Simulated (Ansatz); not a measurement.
# Pt: strong compression

An exercise on one series of results from a longer session: the logs are not shown, and one member is left open.

Computed with Ansatz 0.2.0 (DFT PBE, with the methods named in each step, unless a step's input says otherwise).

## The starting structure

Symmetry: P6/mmm, No. 191, hexagonal system. The conventional cell has a = 2.715 Å, b = 2.715 Å, c = 2.552 Å, α = 90.00°, β = 90.00°, γ = 120.00°. Pt (site symmetry 6/mmm) has 8 Pt at 2.55 to 2.71 Å as nearest neighbours.

As a file:

```cif
data_structure
_symmetry_space_group_name_H-M 'P 1'
_symmetry_Int_Tables_number 1
_cell_length_a 2.7148
_cell_length_b 2.7148
_cell_length_c 2.5519
_cell_angle_alpha 90.000
_cell_angle_beta 90.000
_cell_angle_gamma 120.000
_cell_volume 16.29
loop_
_atom_site_label
_atom_site_type_symbol
_atom_site_fract_x
_atom_site_fract_y
_atom_site_fract_z
_atom_site_occupancy
Pt1 Pt 0.00000 0.00000 0.00000 1
```

Whether this phase is the stable one at these pressures isn't tested.

The first run:

input.yaml

```yaml
crystal:
  lattice:
    - [2.7147600394, 0.0, 0.0]
    - [-1.3573800197, 2.3510511593, 0.0]
    - [0.0, 0.0, 2.551874437]
  atoms:
    - { symbol: Pt, position: [0.0, 0.0, 0.0] }
kpoints:
  mp_grid: { grid: [16, 16, 15] }
scf:
  occupations: { method: fermi_dirac, width: 0.08 }
hamiltonian:
  xc: pbe
  pseudopotentials: { kind: paw }
output:
  forces: true
  stress: true
relax:
  f_tol: 0.005
  max_steps: 40
  cell: {}
```

Started as:

```
$ ansatz run input.yaml --threads 1 --pin off --max-ram 2048MiB --backend cpu --events-out ev --progress --plain --runs-dir out
```

Steps of the session up to this table: Cell relaxed at zero pressure, PAW; Volume scaled by 1, PAW; Volume scaled by 1, PAW (level accurate); Shape and atoms relaxed at 0.92 of the volume, PAW; Volume scaled by 0.92, PAW; Volume scaled by 0.92, PAW (partial_waves polarizable); Shape and atoms relaxed at 0.84 of the volume, PAW; Volume scaled by 0.84, PAW; Shape and atoms relaxed at 0.76 of the volume, PAW; Volume scaled by 0.76, PAW; Shape and atoms relaxed at 0.68 of the volume, PAW; Volume scaled by 0.68, PAW; Shape and atoms relaxed at 0.6 of the volume, PAW; Volume scaled by 0.6, PAW; Shape and atoms relaxed at 0.52 of the volume, PAW; Volume scaled by 0.52, PAW; Shape and atoms relaxed at 0.45 of the volume, PAW; Volume scaled by 0.45, PAW; Volume scaled by 0.45, PAW (cutoff 600 eV).

One of the session's tables, all rows but one given; the rest of the session is left out.

| method | volume over the first | volume (Å³/atom) | pressure (GPa) |
| --- | --- | --- | --- |
| PAW | 1 | 16.837 | 0.01 |
| PAW | 0.92 | 15.490 | 22.45 |
| PAW | 0.84 | 14.143 | 59.93 |
| PAW | 0.76 | ? | ? |
| PAW | 0.68 | 11.449 | 228.79 |
| PAW | 0.6 | 10.102 | 414.15 |
| PAW | 0.52 | 8.755 | 750.61 |
| PAW | 0.45 | 7.577 | 1290.70 |
| PAW (cutoff 600 eV) | 0.45 | 7.577 | 1290.36 |
| PAW (level accurate) | 1 | 16.837 | 0.08 |
| PAW (partial_waves polarizable) | 0.92 | 15.490 | 22.45 |

Q: Estimate the row for PAW, 0.76 from the others.

As computed: volume (Å³/atom): 12.796; pressure (GPa): 122.52. In the column «volume (Å³/atom)» it lies between PAW, 0.68 (11.449) and PAW, 0.84 (14.143).
